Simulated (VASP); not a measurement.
**NaH: single point with PBE**

The system is NaH, a wire with vacuum.

```
Na H
1.0
    16.20000    0.00000    0.00000
     0.00000   14.10000    0.00000
     0.00000    0.00000    4.44054
Na H
8 8
Cartesian
  3.2429 7.0500 0.0000
  10.6537 7.0500 0.0000
  9.2405 5.1555 2.2203
  9.2405 8.9445 2.2203
  5.5463 7.0500 2.2203
  12.9571 7.0500 2.2203
  6.9595 5.1555 0.0000
  6.9595 8.9445 0.0000
  5.5678 7.0500 0.0000
  13.0128 7.0500 0.0000
  6.9161 5.1152 2.2203
  6.9161 8.9848 2.2203
  3.1872 7.0500 2.2203
  10.6322 7.0500 2.2203
  9.2839 5.1152 0.0000
  9.2839 8.9848 0.0000
```

```json
{
  "Program": "VASP 6.6.1",
  "Task": "single point",
  "Functional": "PBE",
  "Potentials or basis": "VASP PAW PBE potentials, release 64 (Na_pv, H)",
  "Cutoff": "520 eV",
  "k mesh": "1 × 1 × 7",
  "Occupations": "gaussian, width 0.05 eV",
  "Spin": "no spin polarisation",
  "Dipole correction": "no",
  "Further INCAR settings": "LREAL = Auto; ALGO = Fast; EDIFF = 1e-07; NBANDS = 46"
}
```

```yaml
Largest_force: 0.004 eV/Å
Band_gap_on_the_k_mesh: 2.99 eV, direct
```

Forces on the atoms (eV/Å):
```
Na   0.001  0.000  0.000
Na  -0.001  0.000  0.000
Na   0.002  0.000  0.000
Na   0.002  0.000  0.000
Na   0.001  0.000  0.000
Na  -0.001  0.000  0.000
Na  -0.002  0.000  0.000
Na  -0.002  0.000  0.000
H    0.002  0.000  0.000
H    0.004  0.000  0.000
H   -0.001 -0.002  0.000
H   -0.001  0.002  0.000
H   -0.004  0.000  0.000
H   -0.002  0.000  0.000
H    0.001 -0.002  0.000
H    0.001  0.002  0.000
```

Levels at points of the mesh, in eV from the valence-band top:
```
           k point  band 28  band 29  band 30  band 31  band 32  band 33  band 34  band 35  band 36  band 37
(0.00, 0.00, 0.00)    -1.40    -0.84    -0.52    -0.38     0.00     2.99     3.27     3.44     3.47     3.87
```

Wall time 5.6 min on 1 thread of Intel(R) Xeon(R) 6975P-C (Granite Rapids), with other jobs on the host, peak memory 0.92 GiB.
